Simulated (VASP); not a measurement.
# Bi (C2/m) in VASP: settings compared

The runs below take Bi through single point, relaxation of cell and atoms, with PBE, LDA.

Everything below comes from runs of VASP 6.6.1. Logs are shortened: lines on timing, memory, paths and dates and some standing lists are left out, and cuts for length are marked.

## (1) The crystal as given

It takes space group C2/m (No. 12, monoclinic). The conventional cell has a = 6.977 Å, b = 6.265 Å, c = 3.359 Å, α = 90.00°, β = 112.04°, γ = 90.00°. Around Bi (site symmetry m) lie 6 Bi at 3.21 to 3.45 Å.

This isn't the form of Bi at room conditions, which is rhombohedral.

## (2) Single point, PBE

File INCAR:

```
PREC = Accurate
ENCUT = 460
EDIFF = 1E-6
ISMEAR = 1
SIGMA = 0.15
LREAL = F
LASPH = T
NELM = 100
ALGO = Normal
ISIF = 2
LWAVE = F
LCHARG = F
GGA = PE
NBANDS = 22
ADDGRID = F
```

File KPOINTS:

```
Automatic mesh
0
Gamma
  13 13 18
```

File POSCAR:

```
Bi
1.0
    3.4885980000     -3.1325780000      0.0000000000
    3.4885980000      3.1325780000      0.0000000000
   -1.2602350000      0.0000000000      3.1135500000
Bi
2
Direct
    0.7530610000      0.7530610000      0.8573820000
    0.2469390000      0.2469390000      0.1426180000
```

Potentials or basis: VASP PAW PBE potentials, release 64 (Bi_d).

Launch:

```sh
$ cat potpaw_PBE.64/Bi_d/POTCAR > POTCAR
$ mpirun -np 1 vasp_std > vasp.out
```

OUTCAR:

```text
PREC = Accurate
   ENCUT = 460
   EDIFF = 1E-6
   ISMEAR = 1
   LREAL = F
   LASPH = T
   NELM = 100
   ISIF = 2
   GGA = PE

 Found    826 irreducible k-points:

 Following reciprocal coordinates:
            Coordinates               Weight
  0.000000  0.000000  0.000000      1.000000
  0.076923  0.000000  0.000000      4.000000
  0.153846  0.000000  0.000000      4.000000
  0.230769  0.000000  0.000000      4.000000
  0.307692  0.000000  0.000000      4.000000
  0.384615  0.000000  0.000000      4.000000
   k-points           NKPTS =    826   k-points in BZ     NKDIM =    826   number of bands    NBANDS=     22
   number of dos      NEDOS =    301   number of ions     NIONS =      2
   total plane-waves  NPLWV =  31104
   dimension x,y,z NGX =    36 NGY =   36 NGZ =   24
   dimension x,y,z NGXF=    72 NGYF=   72 NGZF=   48
   ions per type =               2
   NGX,Y,Z   is equivalent  to a cutoff of  12.76, 12.76, 11.88 a.u.
   NGXF,Y,Z  is equivalent  to a cutoff of  25.53, 25.53, 23.76 a.u.
 SYSTEM =  unknown system
   PREC   = accura    normal or accurate (medium, high low for compatibility)
   ISTART =      0    job   : 0-new  1-cont  2-samecut
   ICHARG =      2    charge: 1-file 2-atom 10-const
   ISPIN  =      1    spin polarized calculation?
   LNONCOLLINEAR =      F non collinear calculations
   LSORBIT =      F    spin-orbit coupling
   LASPH  =      T    aspherical Exc in radial PAW
   ENCUT  =  460.0 eV  33.81 Ry    5.81 a.u.   8.20  8.20  5.87*2*pi/ulx,y,z
   NELM   =    100;   NELMIN=  2; NELMDL= -5     # of ELM steps
   EDIFF  = 0.1E-05   stopping-criterion for ELM
   LREAL  =      F    real-space projection
   EDIFFG = 0.1E-04   stopping-criterion for IOM
   NSW    =      0    number of steps for IOM
   IBRION =     -1    ionic relax: 0-MD 1-quasi-New 2-CG
   NFREE  =      0    steps in history (QN), initial steepest desc. (CG)
   ISIF   =      2    stress and relaxation
   ISYM   =      2    0-nonsym 1-usesym 2-fastsym
   POTIM  = 0.5000    time-step for ionic-motion
   TEBEG  =    0.0;   TEEND  =   0.0 temperature during run
   PSTRESS=    0.0 pullay stress
   NELECT =      30.0000    total number of electrons
   NUPDOWN=      -1.0000    fix difference up-down
   EMIN   =  10.00;   EMAX   =-10.00  energy-range for DOS
   EFERMI =   0.00;   METHOD = LEGACY
   ISMEAR =     1;   SIGMA  =   0.15  broadening in eV -4-tet -1-fermi 0-gaus
   EFERMI_NEDOS =   21; number of points for ismear=-14 and -15
   IALGO  =     38    algorithm
   IMIX   =      4    mixing-type and parameters
     AMIX     =   0.40;   BMIX     =  1.00
     AMIX_MAG =   1.60;   BMIX_MAG =  1.00
  volume/ion in A,a.u.               =      34.03       229.62
  Fermi-wavevector in a.u.,A,eV,Ry     =   1.245955  2.354514 21.121737  1.552404
  Thomas-Fermi vector in A             =   2.380154
   LORBIT       =      0    0 simple, 1 ext, 2 COOP (PROOUT), +10 PAW based schemes
   GGA     = PE    functional components
   LHFCALC =     F    Hartree Fock is set to
   AEXX    =    0.0000 exact exchange contribution
   IVDW    =     0    specifies the selected vdW correction
   LEPSILON=     F    determine dielectric tensor
   LRPA    =     F    only Hartree local field effects (RPA)
 non-spin polarized calculation
 Methfessel and Paxton  Order N= 1 SIGMA  =   0.15
  energy-cutoff  :      460.00
  volume of cell :       68.05
 maximum number of plane-waves:      1545
 NGX is ok and might be reduce to    36
   NGX = 17   NGY = 17   NGZ = 11

 number of electron      29.9999993 magnetization

 Free energy of the ion-electron system (eV)
  ---------------------------------------------------
  ext. energy  EPLUGINS =         0.00000000
  ---------------------------------------------------
  free energy    TOTEN  =        -7.68111255 eV

  energy without entropy =       -7.68103765  energy(sigma->0) =       -7.68108758

 E-fermi :   6.7232     XC(G=0):  -9.7827

 val. band max:        6.7199448517   @ k =   0.0000   0.0000   0.3333
 cond. band min:       6.7244868535   @ k =   0.0769   0.0769   0.5000
 fundamental gap:      0.0045420017
 Fermi energy:         6.7231545592

 k-point     1 :       0.0000    0.0000    0.0000
  band No.  band energies     occupation
      1     -16.2027      2.00000
      2     -16.1759      2.00000
      3     -16.1322      2.00000
      4     -16.1057      2.00000
      5     -16.0253      2.00000
      6     -16.0021      2.00000
[... 14 lines left out ...]
     21      14.9939      0.00000
     22      15.4834      0.00000

 k-point     2 :       0.0769    0.0000    0.0000
  band No.  band energies     occupation
      1     -16.1994      2.00000
      2     -16.1763      2.00000
      3     -16.1333      2.00000
      4     -16.1032      2.00000
      5     -16.0245      2.00000
      6     -16.0031      2.00000
[... 14 lines left out ...]
     21      15.1492      0.00000
     22      15.5304      0.00000

 k-point     3 :       0.1538    0.0000    0.0000
  band No.  band energies     occupation
      1     -16.1899      2.00000
      2     -16.1773      2.00000
      3     -16.1360      2.00000
      4     -16.0960      2.00000
      5     -16.0228      2.00000
      6     -16.0053      2.00000
[... 14 lines left out ...]
     21      15.1362      0.00000
     22      16.0274      0.00000

 k-point     4 :       0.2308    0.0000    0.0000
  band No.  band energies     occupation
      1     -16.1801      2.00000
      2     -16.1745      2.00000
      3     -16.1384      2.00000
      4     -16.0846      2.00000
      5     -16.0233      2.00000
      6     -16.0064      2.00000
[... 14 lines left out ...]
     21      15.5568      0.00000
     22      16.4294      0.00000

 k-point     5 :       0.3077    0.0000    0.0000
  band No.  band energies     occupation
      1     -16.1810      2.00000
      2     -16.1624      2.00000
      3     -16.1350      2.00000
      4     -16.0701      2.00000
      5     -16.0291      2.00000
      6     -16.0043      2.00000
[... 14 lines left out ...]
     21      15.8080      0.00000
     22      16.8973      0.00000

 k-point     6 :       0.3846    0.0000    0.0000
  band No.  band energies     occupation
      1     -16.1821      2.00000
      2     -16.1589      2.00000
      3     -16.1196      2.00000
      4     -16.0541      2.00000
      5     -16.0395      2.00000
      6     -16.0019      2.00000
[... 14 lines left out ...]
     21      15.8331      0.00000
     22      16.9924      0.00000

 [... further k-points ...]
[... 5 lines left out ...]
  --------------------------------------------------------------------------------------
  -------------------------------------------------------------------------------------
  Total       -0.0254022     -0.0438286      0.0768662      0.0000000      0.0000000     -0.1059602
  in kB       -0.5980574     -1.0318815      1.8097026      0.0000000      0.0000000     -2.4946795
  external PRESSURE =       0.0599212 kB  Pullay stress =       0.0000000 kB

 VOLUME and BASIS-vectors are now :
 -----------------------------------------------------------------------------
  energy-cutoff  :      460.00
  volume of cell :       68.05
      direct lattice vectors                 reciprocal lattice vectors
     3.488598000 -3.132578000  0.000000000     0.143324052 -0.159612945  0.058011590
     3.488598000  3.132578000  0.000000000     0.143324052  0.159612945  0.058011590
    -1.260235000  0.000000000  3.113550000     0.000000000  0.000000000  0.321176792

 POSITION                                       TOTAL-FORCE (eV/Angst)
 -----------------------------------------------------------------------------------
      4.17375      0.00000      2.66950         0.037642      0.000000      0.014888
      1.54321      0.00000      0.44405        -0.037642      0.000000     -0.014888
 -----------------------------------------------------------------------------------
    total drift:                               -0.000000      0.000000      0.000000

  FREE ENERGIE OF THE ION-ELECTRON SYSTEM (eV)
  ---------------------------------------------------
  free  energy   TOTEN  =        -7.6811125497 eV

  energy  without entropy=       -7.6810376470  energy(sigma->0) =       -7.68108758
```

It took 4.9 min on 1 thread of Intel Xeon Platinum 8488C (Sapphire Rapids), shared host; peak memory 0.8 GiB.

These settings aren't checked as converged: the numbers below hold their error.

What came out:

```yaml
Free_energy: -7.6811 eV
Pressure: 0.0 GPa
Largest_force: 0.040 eV/Å
Band_gap_on_the_k_mesh: none (metal or under the smearing width)
```

Caveat: spin-orbit coupling is left out, which moves the levels of the heavy elements.

## (3) Relaxation of cell and atoms, LDA

File INCAR:

```
SYSTEM = Bi
PREC = Accurate
ENCUT = 600
EDIFF = 1E-7
ISMEAR = -1
SIGMA = 0.05
LREAL = .FALSE.
LASPH = .TRUE.
NELM = 60
ALGO = Normal
ISIF = 3
LWAVE = .FALSE.
LCHARG = .FALSE.
GGA = CA
IBRION = 2
NSW = 40
EDIFFG = -0.005
```

File KPOINTS:

```
regular mesh
0
G
  6 6 8
  0 0 0
```

POSCAR is that of step 2.

Potentials or basis: VASP PAW LDA potentials, release 64 (Bi_d).

Launch:

```sh
$ cat potpaw_LDA.64/Bi_d/POTCAR > POTCAR
$ mpirun -np 1 vasp_std > vasp.out
```

OUTCAR:

```text
SYSTEM = Bi
   PREC = Accurate
   ENCUT = 600
   EDIFF = 1E-7
   ISMEAR = -1
   LREAL = .FALSE.
   LASPH = .TRUE.
   NELM = 60
   ISIF = 3
   GGA = CA
   IBRION = 2
   NSW = 40
   EDIFFG = -0.005

 ion  position               nearest neighbor table
   1  0.753  0.753  0.857-   2 3.21   2 3.28   2 3.28   2 3.45
   2  0.247  0.247  0.143-   1 3.21   1 3.28   1 3.28   1 3.45

  LATTYP: Found a base centered monoclinic cell.
 ALAT       =     6.9771960000
 B/A-ratio  =     0.8979475423
 C/A-ratio  =     0.4814149259
 COS(beta)  =    -0.3751898342

  Lattice vectors:

[... 361 lines left out ...]

 number of electron      29.9999998 magnetization

 Free energy of the ion-electron system (eV)
  ---------------------------------------------------
  ext. energy  EPLUGINS =         0.00000000
  ---------------------------------------------------
  free energy    TOTEN  =        -9.08687065 eV

  energy without entropy =       -9.08032874  energy(sigma->0) =       -9.08359969

 E-fermi :   7.3616     XC(G=0): -10.3646

 val. band max:        7.3339852358   @ k =  -0.1667   0.3333   0.1250
 cond. band min:       7.4026163893   @ k =  -0.3333  -0.3333   0.2500
 fundamental gap:      0.0686311535
 Fermi energy:         7.3615959583

 k-point     1 :       0.0000    0.0000    0.0000
  band No.  band energies     occupation
      1     -15.6322      2.00000
      2     -15.5648      2.00000
      3     -15.5151      2.00000
      4     -15.5081      2.00000
      5     -15.4022      2.00000
      6     -15.3640      2.00000
[... 505 lines left out ...]
      6     -15.3778      2.00000
[... 11 lines left out ...]
     18      11.0319      0.00000
     19      12.0184      0.00000

 [... further k-points ...]
[... 5 lines left out ...]
  --------------------------------------------------------------------------------------
  -------------------------------------------------------------------------------------
  Total       -0.0064157     -0.0094725     -0.0072194      0.0000000      0.0000000     -0.0075665
  in kB       -0.1621704     -0.2394376     -0.1824846      0.0000000      0.0000000     -0.1912599
  external PRESSURE =      -0.1946975 kB  Pullay stress =       0.0000000 kB
[... 17 lines left out ...]
  FREE ENERGIE OF THE ION-ELECTRON SYSTEM (eV)
  ---------------------------------------------------
  free  energy   TOTEN  =        -9.0868706466 eV

  energy  without entropy=       -9.0803287379  energy(sigma->0) =       -9.08359969

 reached required accuracy - stopping structural energy minimisation
```

CONTCAR:

```text
Bi
   1.00000000000000
     3.3649401113853021   -3.0318363386740530    0.0319040651498584
     3.3649401113853021    3.0318363386740530    0.0319040651498584
    -1.1860724054960146    0.0000000000000000    3.0952408235072668
  Bi
     2
Direct
     0.7526549014745045    0.7526549014745045    0.8534949775326773
     0.2473450985254955    0.2473450985254955    0.1465050224673226

  0.00000000E+00  0.00000000E+00  0.00000000E+00
  0.00000000E+00  0.00000000E+00  0.00000000E+00
```

It took 13 min on 1 thread of Intel Xeon 6975P-C (Granite Rapids), shared host; peak memory 0.26 GiB.

What came out:

```yaml
Free_energy: -9.0869 eV
Relaxed_volume: 31.69 Å³/atom
Relaxed_cell: a = 4.529 Å, b = 4.529 Å, c = 3.315 Å, α = 105.03°, β = 105.03°, γ = 84.04°
Space_group_after_relaxing_to_0.05_Å: C2/m (No. 12)
Energy_gained_by_relaxing: 29.6 meV/atom
Ionic_steps: 27
Pressure_after_relaxing: 0.0 GPa
Largest_force_after_relaxing: 0.003 eV/Å
Band_gap_on_the_k_mesh: none (metal or under the smearing width)
```

Forces in eV/Å, atoms in the order of the input:
```
Bi  -0.002  0.000 -0.002
Bi   0.002  0.000  0.002
```

The path:
```tsv
step	energy change (eV)	largest force (eV/Å)	pressure (GPa)	volume (Å³)
1	0.0000	0.0625	-3.51	68.05
2	-0.0367	0.1324	2.66	60.96
3	-0.0568	0.0522	0.05	63.44
4	-0.0568	0.0552	0.13	63.35
5	-0.0578	0.0496	0.08	63.38
6	-0.0579	0.0469	0.06	63.39
7	-0.0584	0.0255	-0.09	63.52
8	-0.0586	0.0105	-0.20	63.61
9	-0.0588	0.0085	0.05	63.32
10	-0.0588	0.0083	0.04	63.33
11	-0.0589	0.0107	0.02	63.33
12	-0.0589	0.0171	0.01	63.34
13	-0.0590	0.0189	0.00	63.34
14	-0.0590	0.0247	-0.05	63.37
15	-0.0591	0.0184	0.04	63.28
16	-0.0591	0.0163	0.05	63.26
17	-0.0592	0.0119	0.01	63.32
18	-0.0592	0.0084	0.01	63.36
19	-0.0592	0.0022	-0.07	63.43
20	-0.0592	0.0060	-0.07	63.39
21	-0.0592	0.0072	-0.05	63.38
22	-0.0592	0.0023	0.00	63.35
23	-0.0592	0.0039	0.01	63.34
24	-0.0592	0.0027	0.02	63.34
25	-0.0592	0.0027	0.01	63.36
26	-0.0592	0.0027	-0.01	63.38
27	-0.0592	0.0033	-0.02	63.38
```

Final structure:
```cif
data_structure
_symmetry_space_group_name_H-M 'P 1'
_symmetry_Int_Tables_number 1
_cell_length_a 4.5294
_cell_length_b 4.5294
_cell_length_c 3.3147
_cell_angle_alpha 105.026
_cell_angle_beta 105.026
_cell_angle_gamma 84.036
_cell_volume 63.38
loop_
_atom_site_label
_atom_site_type_symbol
_atom_site_fract_x
_atom_site_fract_y
_atom_site_fract_z
_atom_site_occupancy
Bi1 Bi 0.75265 0.75265 0.85350 1
Bi2 Bi 0.24735 0.24735 0.14650 1
```

Levels at points of the mesh, in eV from the Fermi level:
| k point | band 11 | band 12 | band 13 | band 14 | band 15 | band 16 | band 17 | band 18 | band 19 |
| --- | --- | --- | --- | --- | --- | --- | --- | --- | --- |
| (0.00, 0.00, 0.00) | -13.56 | -8.99 | -3.32 | -2.94 | 2.74 | 3.27 | 4.04 | 4.18 | 4.37 |
| (0.50, 0.00, 0.00) | -11.95 | -11.71 | -1.16 | -0.89 | -0.68 | -0.65 | 3.27 | 4.82 | 7.64 |
| (0.50, 0.50, 0.00) | -11.46 | -11.09 | -5.33 | -5.31 | 3.11 | 4.02 | 5.72 | 6.20 | 8.94 |
| (0.00, 0.00, 0.50) | -11.09 | -9.01 | -4.05 | -2.49 | -1.70 | 1.18 | 1.57 | 1.81 | 6.49 |
| (0.50, 0.00, 0.50) | -10.66 | -9.14 | -4.59 | -3.46 | -1.79 | 1.04 | 2.08 | 2.42 | 5.92 |
| (0.50, 0.50, 0.50) | -10.26 | -9.41 | -3.97 | -2.99 | -2.57 | -0.81 | 0.92 | 1.54 | 6.71 |

Caveat: spin-orbit coupling is left out, which moves the levels of the heavy elements.

## (4) The reference run

An earlier run on the cell as given: functional PBEsol; potentials or basis VASP PAW PBE potentials, release 64 (Bi_d); cutoff 520 eV; k mesh 6 × 6 × 9; occupations fermi-dirac, width 0.05 eV; no spin polarisation.

- Pressure: -2.5 GPa
- Largest force: 0.057 eV/Å
- Band gap on the k mesh: none (metal or under the smearing width)
